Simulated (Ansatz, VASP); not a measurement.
**Cu: VASP beside Ansatz**

INCAR

```
SYSTEM = Cu
  PREC = Accurate
  ENCUT = 520
  EDIFF = 1E-7
  ISMEAR = -1
  SIGMA = 0.05
  LREAL = .FALSE.
  LASPH = .TRUE.
  NELM = 80
  ALGO = Normal
  ISIF = 2
  LWAVE = .FALSE.
  LCHARG = .FALSE.
  GGA = PE
  NBANDS = 18
```

KPOINTS

```
regular mesh
0
G
  11 11 11
  0 0 0
```

File POSCAR:

```
Cu
1.0
    1.2265332211     -4.0027124071      0.0000000000
    1.2265332211      4.0027124071      0.0000000000
    0.0000000000      0.0000000000      2.4918900114
Cu
2
Direct
    0.8661333500      0.1338666500      0.7500000000
    0.1338666500      0.8661333500      0.2500000000
```

The input input.yaml:

```yaml
crystal:
  lattice:
    - [1.2265332211, -4.0027124071, 0.0]
    - [1.2265332211, 4.0027124071, 0.0]
    - [0.0, 0.0, 2.4918900114]
  atoms:
    - { symbol: Cu, position: [0.86613335, 0.13386665, 0.75] }
    - { symbol: Cu, position: [0.13386665, 0.86613335, 0.25] }
hamiltonian:
  xc: pbe
  pseudopotentials: { kind: paw }
kpoints:
  mp_grid: { grid: [11, 11, 11] }
scf:
  occupations: { method: fermi_dirac, width: 0.05 }
output:
  forces: true
  stress: true
  eigenvalues: true
  write_density: true
  write_potential: true
  elf: true
  volumetric_format: npy
```

Change from the starting cell: volume scaled by 1.02.

Alike in both runs: task single point; functional PBE; k mesh 11 × 11 × 11; occupations fermi-dirac, width 0.05 eV; no spin polarisation.

|  | VASP | Ansatz |
| --- | --- | --- |
| version | VASP 6.6.1 | Ansatz 0.2.0 |
| potentials or method | VASP PAW PBE potentials, release 64 (Cu) | Ansatz PAW |
| plane-wave cutoff (eV) | 520 | 420 |
| valence electrons in the cell | 22 | 38 |

|  | VASP | Ansatz | Ansatz less VASP |
| --- | --- | --- | --- |
| gap on the k mesh at the Fermi level (eV) | none | none | - |
| pressure (GPa) | 4.1 | 3.6 | -0.47 |
| largest component of the traceless stress (GPa) | 0.52 | 0.58 | +0.054 |
| rms of the force components (eV/Å) | 0.015 | 0.014 | -0.0018 |

Atom by atom the forces differ by 0.002 eV/Å (rms over components). A gap of «none» marks a metal or a gap that the smearing closes. The two sets of potentials don't hold the same shells in valence.
